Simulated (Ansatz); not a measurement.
CuCl: what relativity and spin–orbit coupling change

```
Cu Cl
1.0
     0.00000    2.71010    2.71010
     2.71010    0.00000    2.71010
     2.71010    2.71010    0.00000
Cu Cl
1 1
Cartesian
  0.0000 0.0000 0.0000
  4.0652 4.0652 4.0652
```

Atoms are numbered in the order listed.

The cell is COD entry 9013925, as deposited and not checked against the literature; nothing was relaxed.

One fixed cell is solved with PBE by full-potential LAPW in Ansatz 0.2.0 under different relativistic treatments. Pressure is positive in compression.

Settings: a Γ-centred 13×13×13 k mesh, Fermi–Dirac smearing of 0.05 eV, basis error target 0.25 meV/atom, no spin polarisation.

```tsv
setting	P (GPa)	gap over the k mesh and a high-symmetry path (eV)	lowest level at Γ above −25 eV, from the valence-band top or, without a gap, the Fermi level (eV)
scalar-relativistic	0.14	?	-17.01
non-relativistic	1.35	0.85	-16.72
with spin–orbit coupling	0.13	?	-17.08
```

(1) Fill in "gap over the k mesh and a high-symmetry path (eV)" for the row "with spin–orbit coupling".

(2) Give the missing entry: row "scalar-relativistic", column "gap over the k mesh and a high-symmetry path (eV)".

Answers

(1) 0.46.

(2) 0.53.
